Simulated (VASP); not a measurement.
Input of a VASP 6.6.1 run:

The input INCAR:

```
  ALGO = Normal
  EDIFF = 1E-6
  ENCUT = 520
  GGA = PE
  ISIF = 2
  ISMEAR = 0
  LASPH = T
  LCHARG = T
  LELF = T
  LREAL = F
  LVHAR = T
  LWAVE = F
  NBANDS = 17
  NELM = 100
  PREC = Accurate
  SIGMA = 0.02
```

KPOINTS

```
k-points
0
Gamma
  8 8 8
```

The input POSCAR:

```
PbSe
1.0
    0.0000000000      3.0606500000      3.0606500000
    3.0606500000      0.0000000000      3.0606500000
    3.0606500000      3.0606500000      0.0000000000
Pb Se
1 1
Direct
    0.0000000000      0.0000000000      0.0000000000
    0.5000000000      0.5000000000      0.5000000000
```

Potentials or basis: VASP PAW PBE potentials, release 64 (Pb_d, Se).

Run with:

```bash
$ cat potpaw_PBE.64/Pb_d/POTCAR potpaw_PBE.64/Se/POTCAR > POTCAR
$ mpirun -np 1 vasp_std > vasp.out
```

(1) Predict the band gap on the k mesh.

(2) Estimate the pressure.

Answers

(1) 0.29 eV, direct.

(2) 2.4 GPa.

Caveat: spin-orbit coupling is left out, which as a rule narrows the gap of such compounds by several tenths of an eV.

**Measured values to compare with.**

A printed reference work, monograph reports, for a bulk crystal of PbSe at 300 K: band gap 0.28 eV (direct).

Measured gap of PbSe: 0.28 eV (direct; 300 K; a printed reference work, monograph). This calculation gives 0.29 eV (+0.01 eV). 2 values of this kind are on record (0.15 to 0.28 eV); this one was drawn at random. Spin-orbit coupling on Pb, Se is left out. The value is that of PBE on a finite k mesh, which can miss the band edges, without temperature or zero-point motion.
